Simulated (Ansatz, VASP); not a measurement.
# Cross-check of Sn4Te3Se (SnTe0.75Se0.25, rock salt) between VASP and Ansatz

Wanted: the spread between two codes on one cell, functional and k mesh. The cell is invented: As first built, before any earlier steps moved the atoms (in the runner's words): 1x2x2 conventional cells of the SnTe type (32 atoms: 4 Se, 16 Sn, 12 Te); Te/Se share their sites, the best of 600 random draws by like-pair counts in two shells; start lattice by linear mixing of the end members' cells; atoms moved at random by 0.02 A. It may not be a known or stable phase. Of the first pair: The structure shown is the start of the Ansatz relaxation below; VASP solves that cell, so the two are compared at the walk's first step.

Calculated with Ansatz 0.2.0; plane waves, with VASP 6.6.1 beside it; single point at PBE with D3(BJ).

## Step 1: The starting structure

The cell holds 32 atoms: 4 Se, 16 Sn and 12 Te. Its edges and angles: a = 6.387 Å, b = 12.745 Å, c = 12.750 Å, α = 91.1°, β = 90.2°, γ = 90.2°. It derives from SnTe (SnTe type, space group 225), repeated 1×2×2. As first built, before any earlier steps moved the atoms (in the runner's words): 1x2x2 conventional cells of the SnTe type (32 atoms: 4 Se, 16 Sn, 12 Te); Te/Se share their sites, the best of 600 random draws by like-pair counts in two shells; start lattice by linear mixing of the end members' cells; atoms moved at random by 0.02 A.

## Step 2: Ansatz: relaxation, PBE with D3(BJ)

Ansatz runs on its default PAW (the set named soft_2) files.

The two programs are compared at the cell with which this relaxation starts, whose forces are those of its first step.

input.yaml reads:

```yaml
crystal:
  lattice:
    - [6.387, -0.01151, -0.01285]
    - [-0.02302, 12.74437, -0.12486]
    - [-0.02569, -0.12486, 12.74977]
  atoms:
    - { symbol: Se, position: [0.46787, 0.00839, 0.99378] }
    - { symbol: Se, position: [0.47887, 0.25509, 0.2407] }
    - { symbol: Se, position: [0.02258, 0.00834, 0.74286] }
    - { symbol: Se, position: [0.02505, 0.75707, 0.99329] }
    - { symbol: Sn, position: [0.02266, 0.9857, 0.00234] }
    - { symbol: Sn, position: [0.03023, 0.24596, 0.25142] }
    - { symbol: Sn, position: [0.5041, 0.99576, 0.25449] }
    - { symbol: Sn, position: [0.48091, 0.23593, 0.01416] }
    - { symbol: Sn, position: [0.01516, 0.99747, 0.5163] }
    - { symbol: Sn, position: [0.00811, 0.23569, 0.75173] }
    - { symbol: Sn, position: [0.4693, 0.00082, 0.76577] }
    - { symbol: Sn, position: [0.50575, 0.24662, 0.50242] }
    - { symbol: Sn, position: [0.99574, 0.49699, 0.00272] }
    - { symbol: Sn, position: [0.00301, 0.74607, 0.25423] }
    - { symbol: Sn, position: [0.49441, 0.48223, 0.25133] }
    - { symbol: Sn, position: [0.47327, 0.7482, 0.00339] }
    - { symbol: Sn, position: [0.00196, 0.4982, 0.50397] }
    - { symbol: Sn, position: [0.00431, 0.74857, 0.76633] }
    - { symbol: Sn, position: [0.49349, 0.49859, 0.75246] }
    - { symbol: Sn, position: [0.49861, 0.74664, 0.50328] }
    - { symbol: Te, position: [0.00594, 0.00276, 0.24332] }
    - { symbol: Te, position: [0.9891, 0.25481, 0.99477] }
    - { symbol: Te, position: [0.50953, 0.004, 0.49542] }
    - { symbol: Te, position: [0.50523, 0.25577, 0.74356] }
    - { symbol: Te, position: [0.00538, 0.25462, 0.4947] }
    - { symbol: Te, position: [0.49465, 0.50667, 0.99506] }
    - { symbol: Te, position: [0.50065, 0.75451, 0.24664] }
    - { symbol: Te, position: [0.99526, 0.50278, 0.2455] }
    - { symbol: Te, position: [0.5011, 0.5039, 0.4941] }
    - { symbol: Te, position: [0.50469, 0.75708, 0.74713] }
    - { symbol: Te, position: [0.00072, 0.5076, 0.74614] }
    - { symbol: Te, position: [0.00415, 0.75506, 0.49543] }
kpoints:
  mp_grid: { grid: [4, 2, 2], shift: [0.5, 0.5, 0.5] }
hamiltonian:
  xc: pbe
  dispersion: d3bj
scf:
  occupations: { method: methfessel_paxton, width: 0.15 }
output:
  forces: true
  stress: true
relax:
  f_tol: 0.02
  max_steps: 25
  cell: { stress_tol: 0.1 }
```

The run is started by

```console
ansatz run input.yaml --threads 4 --pin off --max-ram 15360MiB --backend cpu --events-out ev --progress --plain --runs-dir out
```

Numbers of over 12 decimals in the logs are rounded to 6 here.

Log:

```text
The last accepted step is kept in <dir> (removed where the run ends without a failure and the disk answers)
Engine: ansatz 0.2.0, aarch64-unknown-linux-gnu
Pseudopotentials: kind: paw
Pseudopotential: Se, paw, valence charge 16, recommended cutoff 420 eV (normal), Se.paw.azcp
Pseudopotential: Sn, paw, valence charge 14, recommended cutoff 420 eV (normal), Sn.paw.azcp
Pseudopotential: Te, paw, valence charge 16, recommended cutoff 420 eV (normal), Te.paw.azcp
Functional definition: PBE
  parameter kappa = 0.804
  parameter beta = 0.066725
  exchange = pbe_x(kappa = kappa, mu = beta*pi^2/3)
  correlation = pbe_c(beta = beta)
Crystal: 32 atoms, lattice volume = 1037.702 Å³
Basis set: ecut = 420 eV, 20307 PW (Γ), exchange–correlation on 90×180×180 points (8 copies of the dense FFT grid, shifted against one another)
Bands: 288, of which v1, the nominal top of the filled ones, is band 240 counted from 1 (239 counted from 0)
Symmetry: 1 space group operations
Space group: P1 (ITA 1), of the structure as read, at distance tolerance 1.0e-4 Å
k-points: 8 of 16 (time reversal used)
Non-local potential: Se, projectors of the file, l = 0: 2, l = 1: 2, l = 2: 3, l = 3: 1
Non-local potential: Sn, projectors of the file, l = 0: 2, l = 1: 2, l = 2: 2, l = 3: 2
Non-local potential: Te, projectors of the file, l = 0: 2, l = 1: 2, l = 2: 2, l = 3: 2
PAW form: soft (Blöchl's): semilocal exchange-correlation on the pseudo side does not see the compensation charge
PAW one-centre angular grid: Se, 590 points (default); XC on 64 Gauss nodes
PAW one-centre angular grid: Sn, 590 points (default); XC on 64 Gauss nodes
PAW one-centre angular grid: Te, 590 points (default); XC on 64 Gauss nodes
Initial density: superposition of atomic densities (neutral atoms: chi_scale 0, normalization atom), corrected by the library's trained network
Initial wavefunctions: pseudopotential atomic-orbital guess
Functional: x = pbe(κ = 0.804, μ = 0.219515), c = pbe(β = 0.066725)
SCF iter   1: F=—  HF=-202045.113319 eV  |F-HF|=—  |Δ(HF+E_count)|=         —  Δρ=9.90e-4  dr2=4.20e-2  ethr=1.77e-3  ⟨swp⟩=6.1  Hψ=8887  notcnv=0
preconditioner: auto → Resta (q_TF=auto, 2.399 Å⁻¹)  ε∞=4.4  [insulator: Δε(μ)=0.913 eV  Ē_g=7.876 eV  σ=0.150 eV  W_gap=1.00  n_scr=236 (ndim 8)  ℏωp=14.6 eV  f_vac=0.019  D(μ)=-0.00/eV (n_scr^D=0)  ε∞_Penn≈4.4]
SCF iter   2: F=—  HF=-202045.093033 eV  |F-HF|=—  |Δ(HF+E_count)|=   2.03e-2  S|Δr|=    0.00e0  Δρ=6.11e-4  dr2=4.96e-3  ethr=8.74e-6  ⟨swp⟩=2.1  Hψ=4202  notcnv=0
SCF iter   3: F=—  HF=-202045.093289 eV  |F-HF|=—  |Δ(HF+E_count)|=   2.55e-4  S|Δr|=    0.00e0  Δρ=2.58e-4  dr2=9.61e-4  ethr=1.03e-6  ⟨swp⟩=2.1  Hψ=3265  notcnv=0
SCF iter   4: F=—  HF=-202045.093656 eV  |F-HF|=—  |Δ(HF+E_count)|=   3.67e-4  S|Δr|=    0.00e0  Δρ=8.08e-5  dr2=1.05e-4  ethr=2.00e-7  ⟨swp⟩=2.0  Hψ=2656  notcnv=0
SCF iter   5: F=—  HF=-202045.093734 eV  |F-HF|=—  |Δ(HF+E_count)|=   7.87e-5  S|Δr|=    0.00e0  Δρ=2.52e-5  dr2=1.11e-5  ethr=2.19e-8  ⟨swp⟩=2.0  Hψ=3920  notcnv=0
SCF iter   6: F=—  HF=-202045.094017 eV  |F-HF|=—  |Δ(HF+E_count)|=   2.83e-4  S|Δr|=    0.00e0  Δρ=9.93e-6  dr2=1.93e-6  ethr=2.32e-9  ⟨swp⟩=2.0  Hψ=3920  notcnv=0
SCF iter   7: F=—  HF=-202045.094019 eV  |F-HF|=—  |Δ(HF+E_count)|=   1.79e-6  S|Δr|=    0.00e0  Δρ=4.25e-6  dr2=4.42e-7  ethr=4.01e-10  ⟨swp⟩=2.0  Hψ=3927  notcnv=0
SCF iter   8: F=-202045.094019 eV  HF=-202045.094019 eV  |F-HF|=3.66e-8  |Δ(HF+E_count)|=   1.94e-7  S|Δr|=    0.00e0  Δρ=1.45e-6  dr2=3.31e-8  ethr=2.08e-11  ⟨swp⟩=3.0  Hψ=10072  notcnv=0
[...]
SCF iter   4: F=—  HF=-202045.409833 eV  |F-HF|=—  |Δ(HF+E_count)|=   1.48e-7  S|Δr|=    0.00e0  Δρ=7.54e-7  dr2=1.03e-8  ethr=2.08e-11  ⟨swp⟩=2.0  Hψ=4224  notcnv=0
SCF iter   5: F=-202045.409833 eV  HF=-202045.409833 eV  |F-HF|=8.73e-11  |Δ(HF+E_count)|=   5.18e-9  S|Δr|=    0.00e0  Δρ=2.32e-7  dr2=4.07e-10  ethr=1.00e-12  ⟨swp⟩=3.0  Hψ=9591  notcnv=0
WARN: on these k-points the computed levels leave a gap of 0.6790 eV at the electron count, 4.5 widths of the methfessel_paxton smearing (0.1500 eV); against the step filling of these same bands (every level under the gap full, every level over it empty) smearing changes F+E_penalty+E_count by +0.191 meV and its σ→0 estimate by -0.381 meV; at least one of the two is larger in size than the energy tolerance (0.100 meV); an earlier such warning, above, says what to do
SCF 7 converged in 5 iterations: F = -202045.409833 eV  dr2 = 4.07e-10
relax step   7: F+E_penalty+E_count = -202045.40983314 eV  Δ(F+E_penalty+E_count) = +9.264e-3 eV  max|allowed force component| = 8.698e-3 eV/Å  Δτ_max = 0.0000 Å  P = +0.003 GPa  Ω = 977.138 Å³  stress off target by 7.22e-3 GPa  SCF on the basis re-selected at this cell (its energy is not comparable with the rows above)  (5 SCF iters)
basis re-selected at this cell: Δ(F+E_penalty+E_count) = +9.264e-3 eV, ΔP = -0.001 GPa vs the last step (what re-selecting the basis moved, of the pressure what is left beyond the Pulay correction that the steps carried, after the strain that the cell walked since its last selection, with what the two solves' SCF thresholds leave and, on support functions, any second-order correction that the steps lacked; it is no m [...]
[...]
SCF converged after 5 iterations
Stability not checked: this state was not tested for a lower state beside it, because cold or Methfessel-Paxton smearing, or corrected tetrahedra, fill the levels in a way that the test cannot read (fill_not_monotonic; see scf.lower_state_search)
Free energy (F): -202045.409833 eV
Harris-Foulkes:  -202045.409833 eV  (|F-HF|=8.73e-11)
Internal energy: -202045.412121 eV  (E = F + TS)
E sigma→0 (E₀):  -202045.410405 eV
Entropy (-TS):   0.002288 eV (0.071 meV/atom)
Fermi energy:    9.570651 eV
Step filling:    the computed levels leave a gap of 0.6790 eV = 4.5 smearing widths at the electron count; against every level under it full and every level over it empty, smearing changes F+E_penalty+E_count by +0.191 meV and its σ→0 estimate by -0.381 meV
--- Per-component energies (eV) ---
  E_band       = -6193.219361
  E_kinetic    = 5606.866721
  E_local      = -39604.090594  (includes V_loc(G=0)·N_el)
  E_nonlocal   = -6630.032039
  E_hartree    = 23454.795375
  E_xc         = -8044.001561
  E_vxc        = -3191.779506  (∫ρ·V_xc dr)
  E_paw        = -129722.303579  (= ΣΔE_a)
  E_vpaw       = -9283.771884  (= ΣTr[D̂ρ^β])
  E_aug_tail   = -0.004605  (compensation charges beyond the density's cutoff)
  E_ewald      = -47094.297322
  E_disp       = -12.344517  (pairwise vdW)
  E_smearing   = 0.002288  (= −TS)
  E_closure    = 0.000000  (closes the sum)
  Σ components = -202045.409833   (vs F -202045.409833, Δ=0.00e0)
--- Forces (eV/Å), atoms counted from 1 ---
  atom   1  Se     0.00051144    -0.00869845    -0.00209180
  atom   2  Se     0.00298253     0.00252223     0.00253892
  atom   3  Se    -0.00276728     0.00005418    -0.00343505
  atom   4  Se     0.00030514     0.00285538     0.00854295
  atom   5  Sn    -0.00197294     0.00065509     0.00124769
  atom   6  Sn    -0.00316961     0.00085827     0.00337032
  atom   7  Sn     0.00024227    -0.00198913    -0.00043935
  atom   8  Sn     0.00201655     0.00325698    -0.00145286
  atom   9  Sn    -0.00048668    -0.00049189    -0.00003772
  atom  10  Sn    -0.00076240     0.00074564    -0.00085454
  atom  11  Sn     0.00165646     0.00313737    -0.00025463
  atom  12  Sn     0.00003439     0.00230615     0.00451031
  atom  13  Sn    -0.00053342    -0.00048668     0.00123785
  atom  14  Sn    -0.00068953    -0.00079930    -0.00125668
  atom  15  Sn     0.00034877     0.00390345     0.00220400
  atom  16  Sn     0.00149166    -0.00214568     0.00262125
  atom  17  Sn    -0.00087159     0.00105905     0.00243447
  atom  18  Sn    -0.00101392    -0.00101148     0.00015142
  atom  19  Sn     0.00014635    -0.00046749     0.00155733
  atom  20  Sn     0.00008490    -0.00100313     0.00218408
  atom  21  Te     0.00109520    -0.00146411    -0.00311949
  atom  22  Te     0.00037365    -0.00344221    -0.00265611
  atom  23  Te    -0.00046313     0.00002479    -0.00167981
  atom  24  Te    -0.00109085    -0.00167403    -0.00263484
  atom  25  Te     0.00080510    -0.00130280    -0.00022616
  atom  26  Te     0.00021196     0.00072685    -0.00044645
  atom  27  Te    -0.00076253     0.00077416    -0.00354741
  atom  28  Te     0.00167673     0.00133250    -0.00097259
  atom  29  Te    -0.00015391    -0.00119858    -0.00199824
  atom  30  Te     0.00080159    -0.00081511    -0.00006546
  atom  31  Te    -0.00022852     0.00260715    -0.00434291
  atom  32  Te     0.00018148     0.00017218    -0.00108862
  max |Σ_I F_I| component: 1.34e-6 eV/Å
--- Stress (GPa, compression-positive) ---
        0.000288       0.002084       0.003220
        0.002084       0.006588      -0.001143
        0.003220      -0.001143       0.002430
  P = ⅓ Tr σ = 0.0031 GPa (0.031 kbar)
--- Relaxed structure (6 steps of the walk, 6 accepted, 1 SCFs on fresh bases) ---
  F+E_penalty+E_count = -202045.40983314 eV   max|allowed force component| = 8.698e-3 eV/Å   (the final SCF, on the basis selected at the relaxed cell)
  cell:  # Å, volume = 977.1382 Å³
    - [6.267995, -0.00752547, -0.00780585]
    - [-0.014985, 12.484302, -0.014345]
    - [-0.015549, -0.014321, 12.487197]
  atoms:
    - { symbol: Se, position: [0.481863, 0.00299411, 0.998411] }
    - { symbol: Se, position: [0.490321, 0.251194, 0.247052] }
    - { symbol: Se, position: [0.013190, 0.00207265, 0.748761] }
    - { symbol: Se, position: [0.012692, 0.752627, 0.997091] }
    - { symbol: Sn, position: [0.014480, 0.991968, -0.00152557] }
    - { symbol: Sn, position: [0.024145, 0.248658, 0.250454] }
    - { symbol: Sn, position: [0.500976, 1.003047, 0.247774] }
    - { symbol: Sn, position: [0.495486, 0.240160, 0.00980205] }
    - { symbol: Sn, position: [0.00540678, 0.998689, 0.514084] }
    - { symbol: Sn, position: [0.00316286, 0.239900, 0.751243] }
    - { symbol: Sn, position: [0.479600, 0.000268342, 0.761061] }
    - { symbol: Sn, position: [0.503441, 0.248617, 0.494633] }
    - { symbol: Sn, position: [1.000220, 0.506889, 0.000217947] }
    - { symbol: Sn, position: [0.0019513, 0.749010, 0.246640] }
    - { symbol: Sn, position: [0.500673, 0.487348, 0.249967] }
    - { symbol: Sn, position: [0.480271, 0.753808, 0.00138944] }
    - { symbol: Sn, position: [0.00112891, 0.500388, 0.501873] }
    - { symbol: Sn, position: [-0.000185507, 0.753558, 0.760086] }
    - { symbol: Sn, position: [0.497015, 0.498393, 0.750468] }
    - { symbol: Sn, position: [0.498320, 0.749079, 0.499738] }
    - { symbol: Te, position: [0.000313536, 0.00118479, 0.248736] }
    - { symbol: Te, position: [0.995660, 0.252488, 0.998534] }
    - { symbol: Te, position: [0.503935, 0.00121923, 0.498743] }
    - { symbol: Te, position: [0.502207, 0.251596, 0.747617] }
    - { symbol: Te, position: [0.00202411, 0.251458, 0.498293] }
    - { symbol: Te, position: [0.499457, 0.502365, 0.998145] }
    - { symbol: Te, position: [0.500978, 0.751077, 0.248366] }
    - { symbol: Te, position: [0.999247, 0.501090, 0.248403] }
    - { symbol: Te, position: [0.500716, 0.501219, 0.497751] }
    - { symbol: Te, position: [0.502438, 0.751935, 0.748335] }
    - { symbol: Te, position: [-0.000175729, 0.502038, 0.748527] }
    - { symbol: Te, position: [0.000830165, 0.751554, 0.498069] }
```

## Step 3: VASP: single point, PBE with D3(BJ), start cell, pair 1

The same cell, functional, mesh and smearing now go to VASP, with its own data sets.

Lines of VASP's logs that name or quote its potential files are left out, and so is its time.

INCAR reads:

```
SYSTEM = Sn4Te3Se
PREC = Accurate
ENCUT = 400
EDIFF = 1E-06
NELM = 120
ISMEAR = 1
SIGMA = 0.15
LREAL = Auto
ALGO = Normal
GGA = PE
IVDW = 12
NBANDS = 188
LORBIT = 11
LWAVE = .FALSE.
LCHARG = .FALSE.
ISIF = 2
ISYM = 0
LASPH = .TRUE.
GGA_COMPAT = .FALSE.
EFERMI = MIDGAP
KPAR = 4
```

POSCAR reads:

```
Sn4Te3Se
1.0
    6.3870000000     -0.0115100000     -0.0128500000
   -0.0230200000     12.7443700000     -0.1248600000
   -0.0256900000     -0.1248600000     12.7497700000
Se Sn Te
4 16 12
Direct
    0.4678759060      0.0083933974      0.9937795117
    0.4788720577      0.2550903620      0.2407027020
    0.0225733806      0.0083420119      0.7428629420
    0.0250423499      0.7570723958      0.9932924165
    0.0226633854      0.9857021835      0.0023424736
    0.0302365657      0.2459627158      0.2514162565
    0.5040958764      0.9957634593      0.2544915444
    0.4809135628      0.2359318936      0.0141601139
    0.0151597928      0.9974710424      0.5163025716
    0.0081161244      0.2356926939      0.7517337867
    0.4692956832      0.0008173051      0.7657732256
    0.5057435936      0.2466228465      0.5024162894
    0.9957429908      0.4969881074      0.0027176359
    0.0030070005      0.7460688878      0.2542314725
    0.4944038589      0.4822263714      0.2513271906
    0.4732755085      0.7482025777      0.0033884662
    0.0019595456      0.4982002666      0.5039722650
    0.0043086025      0.7485684629      0.7663292455
    0.4934880659      0.4985913182      0.7524602745
    0.4986092084      0.7466417573      0.5032822410
    0.0059361947      0.0027580584      0.2433236561
    0.9891062220      0.2548099244      0.9947728925
    0.5095223755      0.0040035180      0.4954165637
    0.5052277989      0.2557722477      0.7435606995
    0.0053812459      0.2546167197      0.4946960292
    0.4946495674      0.5066736869      0.9950626187
    0.5006427251      0.7545102851      0.2466429915
    0.9952529944      0.5027795385      0.2454998054
    0.5010949032      0.5038978681      0.4940995608
    0.5046847793      0.7570790367      0.7471283080
    0.0007128997      0.5076022590      0.7461380385
    0.0041504901      0.7550633950      0.4954309411
```

KPOINTS reads:

```
Points of the shifted mesh
16
Reciprocal
 0.1250000000  0.2500000000  0.2500000000 1
 0.1250000000  0.2500000000  0.7500000000 1
 0.1250000000  0.7500000000  0.2500000000 1
 0.1250000000  0.7500000000  0.7500000000 1
 0.3750000000  0.2500000000  0.2500000000 1
 0.3750000000  0.2500000000  0.7500000000 1
 0.3750000000  0.7500000000  0.2500000000 1
 0.3750000000  0.7500000000  0.7500000000 1
 0.6250000000  0.2500000000  0.2500000000 1
 0.6250000000  0.2500000000  0.7500000000 1
 0.6250000000  0.7500000000  0.2500000000 1
 0.6250000000  0.7500000000  0.7500000000 1
 0.8750000000  0.2500000000  0.2500000000 1
 0.8750000000  0.2500000000  0.7500000000 1
 0.8750000000  0.7500000000  0.2500000000 1
 0.8750000000  0.7500000000  0.7500000000 1
```

PAW data sets: Se, Sn_d and Te (PBE family, release 64).

The run is started by

```console
mpirun -np 4 vasp_std
```

Log:

```text
[banner, memory and clock lines left out]
running    4 mpi-ranks, on    1 nodes
[...]
LDA part: xc-table for (Slater+PW92), standard interpolation
 POSCAR, INCAR and KPOINTS ok, starting setup
[...]
entering main loop
       N       E                     dE             d eps       ncg     rms          rms(c)
DAV:   1     0.357512865178E+04    0.35751E+04   -0.11600E+05  6040   0.173E+03
DAV:   2     0.574145034296E+03   -0.30010E+04   -0.29428E+04  6024   0.496E+02
DAV:   3    -0.526675858732E+02   -0.62681E+03   -0.59311E+03  6712   0.205E+02
DAV:   4    -0.121434320459E+03   -0.68767E+02   -0.66274E+02  7000   0.625E+01
[...]
DAV:  14    -0.123471964075E+03    0.14375E-05   -0.14308E-05  5832   0.985E-03    0.412E-02
DAV:  15    -0.123471960427E+03    0.36481E-05   -0.79956E-06  5984   0.790E-03    0.156E-02
DAV:  16    -0.123471959749E+03    0.67814E-06   -0.30028E-06  5048   0.376E-03
   1 F= -.13513143E+03 E0= -.13513620E+03  d E =0.142997E-01
```

Parts of OUTCAR (step 3):

```text
 Edisp (eV)  -11.65947

  Total      -9.40931    -8.84763    -8.93886    -0.05532    -0.09017    -0.05716
  in kB     -14.52766   -13.66045   -13.80130    -0.08541    -0.13922    -0.08825
  external pressure =      -14.00 kB  Pullay stress =        0.00 kB

 POSITION                                       TOTAL-FORCE (eV/Angst)
 -----------------------------------------------------------------------------------
      2.96260     -0.02250     12.66340         0.053697      0.066810      0.007954
      3.04650      3.21540      3.03090         0.010991      0.043232      0.020280
      0.12490      0.01330      9.47000        -0.033462      0.035892     -0.122131
      0.11700      9.52410     12.56940        -0.031737     -0.116272      0.021175
      0.12200     12.56160     -0.09350        -0.089404     -0.013089      0.018798
      0.18100      3.10290      3.17440        -0.021588      0.004427      0.012160
      3.19020     12.65280      3.11390         0.010080      0.003301      0.016859
      3.06580      2.99950      0.14490         0.014551      0.011275      0.000843
      0.06060     12.64750      6.45800        -0.006311     -0.002412      0.002629
      0.02710      2.90980      9.55490        -0.003411      0.010233      0.007078
      2.97770     -0.09060      9.75730         0.046704     -0.012090     -0.008423
      3.21160      3.07450      6.36840         0.002023      0.001706     -0.004002
      6.34830      6.32200     -0.04020        -0.003169     -0.006530      0.004562
     -0.00450      9.47640      3.14820        -0.005684     -0.016526      0.008663
[...]
-----------------------------------------------------------------------------------
    total drift:                               -0.000001      0.019327     -0.010330

  FREE ENERGIE OF THE ION-ELECTRON SYSTEM (eV)
  ---------------------------------------------------
  free  energy   TOTEN  =      -135.1314298938 eV

  energy  without entropy=     -135.1457296401  energy(sigma->0) =     -135.13619648

[... 3 further parts left out ...]
[key lines of the parts left out:]
E-fermi :   5.6296
```

Methfessel-Paxton smearing is not meant for a cell with a gap.

(Continued in part 2 of 2.)

[Lines on the potential files, build, host, timing and source positions are cut from VASP's logs without a mark.]

[Logs are printed without paths, hosts, clocks, repeated set-up lines and the standing remarks that a program may print on its own settings, such as how far it seeks lower states.]

[Hosts, paths, dates, database ids (printed as entryN), source tags and the programs' standing remarks are cut or masked in the printed files.]
